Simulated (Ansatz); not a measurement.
GeSi: changing the functional

```cif
data_structure
_symmetry_space_group_name_H-M 'P6_3mc'
_symmetry_Int_Tables_number 186
_cell_length_a 3.9045
_cell_length_b 3.9045
_cell_length_c 6.4508
_cell_angle_alpha 90.000
_cell_angle_beta 90.000
_cell_angle_gamma 120.000
_cell_volume 85.17
loop_
_atom_site_label
_atom_site_type_symbol
_atom_site_symmetry_multiplicity
_atom_site_Wyckoff_symbol
_atom_site_fract_x
_atom_site_fract_y
_atom_site_fract_z
_atom_site_occupancy
Ge1 Ge 2 b 0.33333 0.66667 0.00039 1
Si1 Si 2 b 0.33333 0.66667 0.37461 1
```

The cell comes from a database or a generator and needn't be the stable form of this composition.

Kept alike: task equation of state; k mesh 8 × 8 × 4; occupations fermi-dirac, width 0.05 eV; no spin polarisation. Program: Ansatz, Ansatz PAW. Cutoffs run from 420 to 500 eV. The mesh is that of the run's cell of 4 atoms. No spin-orbit coupling.

| functional | volume (Å³/atom) | bulk modulus (GPa) |
| --- | --- | --- |
| LDA | 20.736 | 85.0 |
| PBEsol | 21.223 | 81.1 |
| r2SCAN | 21.300 | 84.4 |

Volume and modulus come from cells scaled at fixed shape and fractions; off cubic symmetry such a modulus can lie above the relaxed one. All rows use potentials made for PBE.

Task: What does the functional change here?

Result: The volume runs from 20.736 (LDA) to 21.300 Å³/atom (r2SCAN). The bulk modulus runs from 81.1 (PBEsol) to 85.0 GPa (LDA).
